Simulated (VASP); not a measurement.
Wanted: the native input for a VASP 6.6.1 run.

* Task: atomic charges
* Functional: PBE
* Potentials or basis: VASP PAW PBE potentials, release 64 (Pt, Se)
* Cutoff: 520 eV
* k mesh: 8 × 8 × 8
* Occupations: gaussian, width 0.02 eV
* Spin: no spin polarisation
* Further INCAR settings: ALGO = Normal; EDIFF = 1e-06

The structure of PtSe lies in POSCAR:

```
PtSe
1.0
    0.0000000000      3.0374472300      3.0374472300
    3.0374472300      0.0000000000      3.0374472300
    3.0374472300      3.0374472300      0.0000000000
Pt Se
1 1
Direct
    0.0000000000      0.0000000000      0.0000000000
    0.2500000000      0.2500000000      0.2500000000
```

The cell comes from a database or a generator and needn't be the stable form of this composition.

One way to write it, as run:

INCAR

```
PREC     = Accurate       # precision mode
ENCUT    = 520            # plane-wave cutoff, eV
EDIFF    = 1E-6           # SCF threshold, eV
ISMEAR   = 0              # smearing method
SIGMA    = 0.02           # smearing width, eV
LREAL    = False          # projectors in reciprocal space
LASPH    = True           # aspherical terms in the spheres
NELM     = 80             # most SCF steps
ALGO     = Normal         # electronic algorithm
ISIF     = 2              # what is computed and relaxed
LWAVE    = False          # write WAVECAR
LCHARG   = True           # write CHGCAR
GGA      = PE             # functional
LORBIT   = 11             # projections on sites
LELF     = True           # ELF
LVHAR    = True
```

KPOINTS

```
Automatic mesh
0
Gamma
  8 8 8
```

Potentials or basis: VASP PAW PBE potentials, release 64 (Pt, Se).

Command:

```console
$ cat potpaw_PBE.64/Pt/POTCAR potpaw_PBE.64/Se/POTCAR > POTCAR
$ mpirun -np 1 vasp_std > vasp.out
```

It gave:

| Item | Value |
| --- | --- |
| Pressure | -11.2 GPa |
| Band gap on the k mesh | none (metal or under the smearing width) |
| Valence electrons inside the program's atomic spheres | Pt 8.97; Se 3.65 |

It took 13 s on 1 thread of Intel(R) Xeon(R) Platinum 8488C (Sapphire Rapids), with other jobs on the host, peak memory 0.18 GiB.
